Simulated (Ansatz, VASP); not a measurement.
**Ga in VASP and in Ansatz**

```
Ga
1.0
     1.38300   -4.02650    0.00000
     1.38300    4.02650    0.00000
    -0.11745    0.00000    3.19673
Ga
2
Direct
  0.13100 0.86900 0.75000
  0.86900 0.13100 0.25000
```

Change from the starting cell: strain = -0.04.

Alike in both runs: task single point; functional PBE; k mesh 10 × 10 × 8; occupations fermi-dirac, width 0.05 eV; no spin polarisation.

|  | VASP | Ansatz |
| --- | --- | --- |
| version | VASP 6.6.1 | Ansatz 0.2.0 |
| potentials or method | VASP PAW PBE potentials, release 64 (Ga_d) | Ansatz PAW |
| plane-wave cutoff (eV) | 520 | 420 |
| valence electrons in the cell | 26 | 26 |

Ansatz gave:

| Quantity | Value |
| --- | --- |
| gap on the k mesh at the Fermi level (eV) | none |
| pressure (GPa) | 4.1 |
| largest component of the traceless stress (GPa) | 0.60 |
| rms of the force components (eV/Å) | 0.147 |

Question: Which values does VASP return?

Answer: gap on the k mesh at the Fermi level (eV): none; pressure (GPa): 4.3; largest component of the traceless stress (GPa): 0.61; rms of the force components (eV/Å): 0.148.

Atom by atom the forces differ by 0.001 eV/Å (rms over components). A gap of «none» marks a metal or a gap that the smearing closes.
